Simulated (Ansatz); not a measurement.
This log comes from Ansatz, run on a 14-atom cell of Ge3N4 (P6_3/m) from a materials database. The cell was relaxed with r2SCAN and then strained (uniaxial -2.0 % along z, other directions held), with the atoms relaxed again with r2SCAN; k points keep the names of the unstrained zone.

The cell given to it:
```
Ge N
1.0
     8.04393    0.00000    0.00000
    -4.02196    6.96625    0.00000
     0.00000    0.00000    3.01845
Ge N
6 8
Direct
  0.82917 0.23645 0.75000
  0.59272 0.82917 0.25000
  0.23645 0.40728 0.25000
  0.76355 0.59272 0.75000
  0.40728 0.17083 0.75000
  0.17083 0.76355 0.25000
  0.66667 0.33333 0.75000
  0.33333 0.66667 0.25000
  0.66958 0.97474 0.75000
  0.69483 0.66958 0.25000
  0.97474 0.30517 0.25000
  0.02526 0.69483 0.75000
  0.33042 0.02526 0.25000
  0.30517 0.33042 0.75000
```

The log, with set-up remarks and timings taken out:
```
scf.n_extra_bands = 7 over 62 filled bands (N_el = 124.0): the run solves 69 bands
Crystal: 14 atoms, lattice volume = 169.142 Å³
Basis set: ecut = 420 eV, 3305 PW (Γ)
Bands: 69, of which v1, the nominal top of the filled ones, is band 62 counted from 1 (61 counted from 0)
Symmetry: 12 space group operations
Space group: P63/m (ITA 176)
k-points: 40 of 288
preconditioner: auto → Resta (q_TF=auto, 2.591 Å⁻¹)  ε∞=3.4  [insulator: Δε(μ)=2.363 eV  σ=0.020 eV  ℏωp=31.8 eV]
SCF 1 converged in 8 iterations: F = -28841.660608 eV  dr2 = 2.42e-8
NSCF: frozen V_eff on 6 k-points
SCF converged after 8 iterations
Free energy (F): -28841.660608 eV
Fermi energy:    10.465066 eV
--- Forces (eV/Å), atoms counted from 1 ---
  atom   1  Ge      0.03697      0.02670      0.00000
  atom   2  Ge    -0.00464      0.04537      0.00000
  atom   3  Ge      0.04161    -0.01867      0.00000
  atom   4  Ge    -0.04161      0.01867      0.00000
  atom   5  Ge      0.00464    -0.04537      0.00000
  atom   6  Ge    -0.03697    -0.02670      0.00000
  atom   7  N       0.00000      0.00000      0.00000
  atom   8  N       0.00000      0.00000      0.00000
  atom   9  N     -0.01258      0.06207      0.00000
  atom  10  N     -0.06005      0.02014      0.00000
  atom  11  N       0.04747      0.04193      0.00000
  atom  12  N     -0.04747    -0.04193      0.00000
  atom  13  N       0.01258    -0.06207      0.00000
  atom  14  N       0.06005    -0.02014      0.00000
--- Stress (GPa, compression-positive) ---
        8.416394       0.000000       0.000000
        0.000000       8.416394       0.000000
        0.000000       0.000000      15.837698
  P = ⅓ Tr σ = 10.8902 GPa (108.902 kbar)
--- Band table (eV; the first three rows and the last of 40) ---
  k-point 0: bands = […, 8.2263, 8.2910, 8.2910, 8.7101, 9.0474, 9.2784, 11.6056, 12.9915, 12.9915, 13.3920, …]
  k-point 1: bands = […, 8.2133, 8.2436, 8.2436, 8.4212, 8.5400, 9.1481, 12.3663, 13.5989, 13.5989, 14.5229, …]
  k-point 2: bands = […, 7.8389, 8.0206, 8.0206, 8.1678, 8.1678, 9.0028, 13.5755, 13.9546, 13.9546, 15.3939, …]
  k-point 39: bands = […, 7.6584, 7.6584, 8.1340, 8.1340, 8.1749, 8.1749, 13.2341, 13.2341, 14.2845, 14.2845, …]
```

Levels at the listed points, from bands.tsv (eV from the Fermi energy, bands near the gap, counted from 0):
```tsv
# k_distance	band_57	band_58	band_59	band_60	band_61	band_62	band_63	band_64	band_65
# fermi_ev = 10.465066
# [0, 0, 0] at k_distance = 0.000000
# [0.5, 0, 0] at k_distance = 0.450974
# [0.3333333333, 0.3333333333, 0] at k_distance = 0.711343
# [0, 0, 0.5] at k_distance = 1.875140
# [0.5, 0, 0.5] at k_distance = 2.326114
# [0.3333333333, 0.3333333333, 0.5] at k_distance = 2.586484
# levels_relative_to = fermi_ev
0.000	-2.174	-2.174	-1.755	-1.418	-1.187	1.140	2.526	2.526	2.927
0.451	-2.520	-2.403	-1.823	-1.303	-1.240	2.258	2.540	3.061	3.138
0.711	-2.729	-2.140	-2.140	-1.267	-1.267	2.616	2.909	2.909	3.096
1.875	-2.556	-2.514	-2.514	-2.514	-2.514	3.080	3.080	3.080	3.080
2.326	-2.802	-2.446	-2.446	-2.200	-2.200	2.649	2.649	3.832	3.832
2.586	-2.807	-2.331	-2.331	-2.290	-2.290	2.769	2.769	3.819	3.819
```
In order the rows are Γ, M, K, A, L, H.

**Question.** What input produced it? Give the YAML.

**Answer.**
```yaml
crystal:
  # lattice and atoms as above
kpoints:
  mp_grid: { grid: [6, 6, 8] }
  band_path:
    path:
      - [0.0, 0.0, 0.0]
      - [0.5, 0.0, 0.0]
      - [0.3333333333, 0.3333333333, 0.0]
      - [0.0, 0.0, 0.5]
      - [0.5, 0.0, 0.5]
      - [0.3333333333, 0.3333333333, 0.5]
    npoints: 1
hamiltonian:
  xc: pbe
scf:
  occupations: { method: fermi_dirac, width: 0.02 }
  n_extra_bands: 7
output:
  forces: true
  stress: true
  eigenvalues: true
```
There is no exchange loop, so no exact exchange. A single point prints forces and stress when the output block asks for them. The lines shown narrow the functional down without fixing it; this is the one that was run. Keys that only write grids to files are left aside. Keys that aren't typed take their defaults; thresholds and the kind of smearing can't be read off these lines.

Wall time 8.1 s on 1 × NVIDIA H100 80GB HBM3 with 2 threads of AMD EPYC 7R13 Processor (Zen 3), with other jobs on the host, load about 1.1 per core; peak host memory 1.4 GiB.

The values are computed, spin-unpolarised, and not measurements.

Spin-orbit coupling is left out.
